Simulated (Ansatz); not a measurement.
Crystal: MoSe2.

```
CELL_PARAMETERS angstrom
3.28800 0.00000 0.00000
-1.64400 2.84749 0.00000
0.00000 0.00000 12.90000
ATOMIC_POSITIONS crystal
Mo 0.66667 0.33333 0.75000
Mo 0.33333 0.66667 0.25000
Se 0.66667 0.33333 0.37500
Se 0.33333 0.66667 0.87500
Se 0.66667 0.33333 0.12500
Se 0.33333 0.66667 0.62500
```

Base run:

* Program: Ansatz 0.2.0
* Functional: m-r2SCAN
* Potentials or basis: Ansatz PAW
* Cutoff: 500 eV (not typed: the program's choice for these potentials)
* k mesh: 9 × 9 × 2
* Occupations: fermi-dirac, width 0.05 eV
* Spin: no spin polarisation

Its results: band gap on the k mesh 0.96 eV, indirect (least direct gap 1.48 eV); pressure 6.7 GPa; largest force 0.886 eV/Å.

Problem. The run is repeated on the same cell with these changes: functional from m-r2SCAN to PBE; cutoff from 500 eV (not typed: the program's choice for these potentials) to 420 eV (not typed: the program's choice for these potentials); k mesh from 9 × 9 × 2 to 4 × 4 × 1. What comes out?

Solution. Band gap on the k mesh 1.14 eV, indirect (least direct gap 2.11 eV); pressure 7.8 GPa; largest force 1.063 eV/Å.

Several settings changed at once, so the effect can't be laid on one alone.

Caveats: some runs use coarse meshes; the cell's inner coordinates are idealised or old, which leaves forces on the atoms; the PAW data sets come from PBE, with cores solved anew for the run's functional, which leaves a small shift of forces and pressure (some runs); this functional lacks dispersion, which binds the layers, so the pressure and a relaxed spacing across them are unreliable (some runs).
